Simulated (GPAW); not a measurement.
Here is a GPAW 26.7.0 calculation.

The input run.py:

```python
import spglib
from ase import Atoms
from ase.dft.bandgap import bandgap
from ase.io import read, write
from ase.units import GPa
from gpaw import GPAW, PW

atoms = read('Al2O3.cif')
cell, positions, numbers = spglib.find_primitive(
    (atoms.cell[:], atoms.get_scaled_positions(), atoms.numbers), symprec=1e-4)
atoms = Atoms(numbers, cell=cell, scaled_positions=positions, pbc=True)

calc = GPAW(mode=PW(600),
            xc='LDA',
            kpts={'size': (6, 6, 6), 'gamma': True},
            occupations={'name': 'fermi-dirac', 'width': 0.05},
            nbands=44,
            convergence={'density': 1e-05, 'energy': 1e-05},
            maxiter=80,
            txt='gpaw.txt')
atoms.calc = calc
energy = atoms.get_potential_energy()
forces = atoms.get_forces()
stress = atoms.get_stress()
calc.write('gs.gpw')
write('result.traj', atoms)
print(f'Energy: {energy:.6f} eV')
print('Forces (eV/A):')
print(forces.round(4))
print('Stress (GPa):', (stress / GPa).round(3))
print('Fermi level:', round(calc.get_fermi_level(), 4), 'eV')
print(f'Gap: {bandgap(calc)[0]:.4f} eV, direct: {bandgap(calc, direct=True)[0]:.4f} eV')
```

File Al2O3.cif:

```cif
data_Al2O3
_cell_length_a 4.76050000
_cell_length_b 4.76050000
_cell_length_c 12.99560000
_cell_angle_alpha 90.00000000
_cell_angle_beta 90.00000000
_cell_angle_gamma 120.00000000
_space_group_name_H-M_alt 'R-3c'
_space_group_name_Hall '-R 3 2"c'
_space_group_IT_number 167
loop_
_space_group_symop_operation_xyz
'x,y,z'
'-x,-y,-z'
'-y,x-y,z'
'y,-x+y,-z'
'-x+y,-x,z'
'x-y,x,-z'
'y,x,-z+1/2'
'-y,-x,z+1/2'
'x-y,-y,-z+1/2'
'-x+y,y,z+1/2'
'-x,-x+y,-z+1/2'
'x,x-y,z+1/2'
'x+2/3,y+1/3,z+1/3'
'-x+2/3,-y+1/3,-z+1/3'
'-y+2/3,x-y+1/3,z+1/3'
'y+2/3,-x+y+1/3,-z+1/3'
'-x+y+2/3,-x+1/3,z+1/3'
'x-y+2/3,x+1/3,-z+1/3'
'y+2/3,x+1/3,-z+5/6'
'-y+2/3,-x+1/3,z+5/6'
'x-y+2/3,-y+1/3,-z+5/6'
'-x+y+2/3,y+1/3,z+5/6'
'-x+2/3,-x+y+1/3,-z+5/6'
'x+2/3,x-y+1/3,z+5/6'
'x+1/3,y+2/3,z+2/3'
'-x+1/3,-y+2/3,-z+2/3'
'-y+1/3,x-y+2/3,z+2/3'
'y+1/3,-x+y+2/3,-z+2/3'
'-x+y+1/3,-x+2/3,z+2/3'
'x-y+1/3,x+2/3,-z+2/3'
'y+1/3,x+2/3,-z+1/6'
'-y+1/3,-x+2/3,z+1/6'
'x-y+1/3,-y+2/3,-z+1/6'
'-x+y+1/3,y+2/3,z+1/6'
'-x+1/3,-x+y+2/3,-z+1/6'
'x+1/3,x-y+2/3,z+1/6'
loop_
_atom_site_label
_atom_site_type_symbol
_atom_site_symmetry_multiplicity
_atom_site_Wyckoff_symbol
_atom_site_fract_x
_atom_site_fract_y
_atom_site_fract_z
_atom_site_occupancy
Al1 Al 12 c 0.6666666667 0.3333333333 0.1854933333 1
O1 O 18 e 0.9733466667 0.6400133333 0.0833333333 1
```

Potentials or basis: the program's PAW data sets (release 1.2.1) made for this functional, pw.

Run with:

```sh
$ OMP_NUM_THREADS=1 python run.py
```

Task: What does it give for the band gap on the k mesh?

Result: 6.17 eV, direct.

Task: What does it give for the pressure?

Result: -9.5 GPa.

Task: Estimate the largest force.

Result: 0.124 eV/Å.

Forces on the atoms (eV/Å):
```
Al   0.000  0.000 -0.048
Al   0.000  0.000  0.048
Al   0.000  0.000  0.048
Al   0.000  0.000 -0.048
O   -0.062 -0.108  0.000
O    0.062  0.108  0.000
O    0.124  0.000  0.000
O   -0.124  0.000  0.000
O   -0.062  0.108  0.000
O    0.062 -0.108  0.000
```

Caveat: the cutoff is short for stress and forces, so pressures can be off by a GPa or more.

**The experiment to reproduce.**

“Multi-petahertz electron interference in Cr:Al2O3 solid-state material”, 2018, pmc:5906618 quotes, for a bulk crystal of Al2O3: band gap 8.7 eV (optical).

A measured gap of Al2O3 is 8.7 eV (optical; quoted in “Multi-petahertz electron interference in Cr:Al2O3 solid-state material”, 2018, pmc:5906618); the calculated 6.17 eV misses it by -2.53 eV. The value is that of LDA on a finite k mesh, which can miss the band edges, without temperature or zero-point motion. Semilocal functionals fall short of measured gaps as a rule.
